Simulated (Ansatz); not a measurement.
This script drives Ansatz's Python interface.

`plus_u.py`:
```python
# -*- coding: utf-8 -*-
"""DFT+U scan for Cu2O."""

import ansatz as az
import numpy as np

FUNCTIONAL = "PBE"
VDW = "d4"
MESH = (6, 6, 6)


def count_gap(report):
    # lowest empty less highest filled band, counting bands; zero where they overlap
    return max(report.get("gap_by_band_count_ev") or 0.0, 0.0)


def main():
    lattice = az.Lattice.of(
        (4.26, 0.0, 0.0),
        (0.0, 4.26, 0.0),
        (0.0, 0.0, 4.26),
    )
    sites = [
        ("Cu", (0.25, 0.25, 0.25)),
        ("Cu", (0.25, 0.75, 0.75)),
        ("Cu", (0.75, 0.75, 0.25)),
        ("Cu", (0.75, 0.25, 0.75)),
        ("O", (0.0, 0.0, 0.0)),
        ("O", (0.5, 0.5, 0.5)),
    ]
    structure = az.Crystal(lattice=lattice)
    for symbol, position in sites:
        structure = structure.atom(symbol, position)

    setup = (
        structure.calculation()
        .functional(FUNCTIONAL, dispersion=VDW)
        .kpoints(*MESH)
        .occupations(az.OccupationsMethod.FIXED)
        .band_table()
    )
    rows = []
    for u in [0.0, 1.5, 3.0, 4.5, 6.0]:
        summary = setup.hubbard("Cu", "d", u_eff=u).run(threads=1, pin="off").report
        shell = summary["hubbard"]["n_scf"]
        rows.append((u, count_gap(summary), sum(shell) / len(shell), summary["n_iterations"]))
    for row in rows:
        print("; ".join(f"{name} = {round(v, 4) if isinstance(v, float) else v}" for name, v in zip(["U_eff eV", "gap by band count eV", "Cu d occupation (projector)", "iterations"], row)))


if __name__ == "__main__":
    main()
```

It is started by `python plus_u.py`. How long does it take on 1 thread of Intel(R) Xeon(R) Processor @ 2.30GHz, with other jobs on the host, and how much memory does it need?

It took about 29 s, with a peak of 0.55 GiB, for 5 runs of the engine.

```console
$ python plus_u.py
DeckWarning: basis.ecutwfc = 420 eV, auto-derived from the records' recommended cutoffs: set by Cu (normal level)
U_eff eV = 0.0; gap by band count eV = 0.5339; Cu d occupation (projector) = 9.6519; iterations = 9
U_eff eV = 1.5; gap by band count eV = 0.637; Cu d occupation (projector) = 9.682; iterations = 9
U_eff eV = 3.0; gap by band count eV = 0.7324; Cu d occupation (projector) = 9.7106; iterations = 9
U_eff eV = 4.5; gap by band count eV = 0.8228; Cu d occupation (projector) = 9.7377; iterations = 9
U_eff eV = 6.0; gap by band count eV = 0.9099; Cu d occupation (projector) = 9.7632; iterations = 9
```
(Warnings from the package without file and line.)

From U = 0 to 6 eV the gap on the mesh goes from 0.53 eV to 0.91 eV.

Notes:
- No spin polarisation was allowed.
- Semilocal gaps usually lie well under measured ones.
- Under fixed occupations the level called the Fermi level is the highest filled one on the SCF mesh; off the mesh a filled band can lie a little above it.
- A Hubbard U without spin forces both spins into the same orbitals, which can open a gap or pick a state that a spin-polarised run wouldn't.
- Of the deposited cell: the entry's cell lengths or inner coordinates differ somewhat from later room-temperature determinations.
- The starting cell is as deposited in a crystallographic database; the results hold for this polymorph, which needn't be the stable one.
- Levels are Kohn-Sham eigenvalues on this mesh.
- Shell occupations and the effect of U depend on the projectors; a run with no .spin step is spin-unpolarised, and each U may end in a state that isn't the lowest.
